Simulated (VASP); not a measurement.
Runs of VASP 6.6.1 on TaS2. It takes space group P-3m1 (No. 164, trigonal). Conventional cell: a = 3.350 Å, b = 3.350 Å, c = 5.860 Å, α = 90.00°, β = 90.00°, γ = 120.00°. Ta (site symmetry -3m) has 6 S at 2.43 Å as nearest neighbours. S (site symmetry 3m) has 3 Ta at 2.43 Å as nearest neighbours. 

| task | level | potentials or basis | cell | cutoff (eV) | smearing | gap on the mesh (eV) | pressure (GPa) | largest force (eV/Å) |
| --- | --- | --- | --- | --- | --- | --- | --- | --- |
| band structure | PBE | VASP PAW PBE potentials, release 64 (Ta, S) | as given | 500 | fermi-dirac 0.05 eV | - | 8.9 | (b) |
| single point | PBE | VASP PAW PBE potentials, release 64 (Ta_pv, S) | as given | 520 | gaussian 0.021 eV | none | 9.1 | 1.26 |
| relaxation of cell and atoms | PBE | VASP PAW PBE potentials, release 64 (Ta, S) | relaxed | 580 | fermi-dirac 0.05 eV | none | 0.0 | - |
| single point | PBE | VASP PAW PBE potentials, release 64 (Ta_pv, S) | as given | 520 | gaussian 0.012 eV | none | 9.1 | 1.27 |
| single point | PBE | VASP PAW PBE potentials, release 64 (Ta_pv, S) | as given | 520 | gaussian 0.029 eV | none | 9.1 | 1.26 |
| single point | PBE | VASP PAW PBE potentials, release 64 (Ta_pv, S) | as given | 520 | gaussian 0.027 eV | none | 9.1 | 1.26 |
| single point | PBE | VASP PAW PBE potentials, release 64 (Ta_pv, S) | as given | 520 | gaussian 0.03 eV | none | 9.1 | 1.26 |
| band structure | r2SCAN | VASP PAW PBE potentials, release 64 (Ta_pv, S) | as given | 520 | fermi-dirac 0.05 eV | - | 8.0 | (a) |

Alike in all rows: no spin polarisation; k mesh 9 × 9 × 5.

Task: Fill in the values left out.

Result: (a) 1.02; (b) 1.23.

Caveats: this functional lacks dispersion, which binds the layers, so the pressure and a relaxed spacing across them are unreliable (some runs); forces of over 1 eV/Å show positions far from the minimum, so gaps and moduli don't describe the material at rest (some runs); spin-orbit coupling is left out, which moves the levels of the heavy elements (some runs); the PAW data sets were made with another functional, which shifts forces and pressure a little (some runs).

A k mesh can miss the band edges, and the runs leave out spin-orbit coupling on Ta.

A gap of «none» marks a metal or a gap under the smearing width.

The runs don't all hold the same shells in valence.
